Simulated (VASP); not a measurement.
Here is a VASP 6.6.1 calculation.

The input POSCAR:

```
ZnS
1.0
    3.8099159938      0.0000000000      0.0000000000
   -1.9049579969      3.2994840369      0.0000000000
    0.0000000000      0.0000000000     24.9090590531
Zn S
8 8
Direct
    0.0000000000      0.0000000000      0.0000322154
    0.0000000000      0.0000000000      0.5000322154
    0.3333333333      0.6666666667      0.1249373600
    0.6666666667      0.3333333333      0.6249373600
    0.3333333333      0.6666666667      0.3751473872
    0.6666666667      0.3333333333      0.8751473872
    0.3333333333      0.6666666667      0.7500376034
    0.6666666667      0.3333333333      0.2500376034
    0.0000000000      0.0000000000      0.0937272802
    0.0000000000      0.0000000000      0.5937272802
    0.3333333333      0.6666666667      0.2186228992
    0.6666666667      0.3333333333      0.7186228992
    0.3333333333      0.6666666667      0.4688137861
    0.6666666667      0.3333333333      0.9688137861
    0.3333333333      0.6666666667      0.8438814685
    0.6666666667      0.3333333333      0.3438814685
```

Contents of INCAR.step1:

```
  ALGO = Normal
  EDIFF = 1E-4
  ENCUT = 520
  GGA = PE
  ISMEAR = 0
  LASPH = T
  LCHARG = F
  LREAL = Auto
  LWAVE = T
  NBANDS = 86
  NELM = 80
  PREC = Accurate
  SIGMA = 0.02
```

The input INCAR.step2:

```
  ALGO = Normal
  EDIFF = 1E-7
  ENCUT = 520
  ISIF = 2
  ISMEAR = 0
  ISTART = 1
  LASPH = T
  LCHARG = T
  LELF = T
  LMIXTAU = T
  LREAL = Auto
  LVHAR = T
  LWAVE = F
  METAGGA = R2SCAN
  NBANDS = 86
  NELM = 80
  PREC = Accurate
  SIGMA = 0.02
```

KPOINTS

```
k-points
0
Gamma
  6 6 1
```

Potentials or basis: VASP PAW PBE potentials, release 64 (Zn, S).

The run is started by

```bash
$ cat potpaw_PBE.64/Zn/POTCAR potpaw_PBE.64/S/POTCAR > POTCAR
$ cp INCAR.step1 INCAR
$ mpirun -np 1 vasp_std > vasp.out
$ cp INCAR.step2 INCAR
$ mpirun -np 1 vasp_std > vasp.out
```

Q: Estimate the pressure.

A: 0.0 GPa.

Q: What does it give for the band gap on the k mesh?

A: 2.73 eV.

Forces on the atoms (eV/Å):
```
Zn   0.000  0.000 -0.006
Zn   0.000  0.000 -0.006
Zn   0.000  0.000 -0.009
Zn   0.000  0.000 -0.009
Zn   0.000  0.000  0.004
Zn   0.000  0.000  0.004
Zn   0.000  0.000  0.003
Zn   0.000  0.000  0.003
S    0.000  0.000  0.000
S    0.000  0.000  0.000
S    0.000  0.000  0.003
S    0.000  0.000  0.003
S    0.000  0.000  0.001
S    0.000  0.000  0.001
S    0.000  0.000  0.005
S    0.000  0.000  0.005
```

Caveat: the PAW data sets were made with another functional, which shifts forces and pressure a little.

**Experimental background.**

From a printed reference work, monograph, for a bulk crystal of ZnS at 4 K: band gap 3.911 eV (direct).

Measured gap of ZnS: 3.911 eV (direct; 4 K; a printed reference work, monograph). This calculation gives 2.73 eV (-1.18 eV). The value is that of r2SCAN, without temperature or zero-point motion.
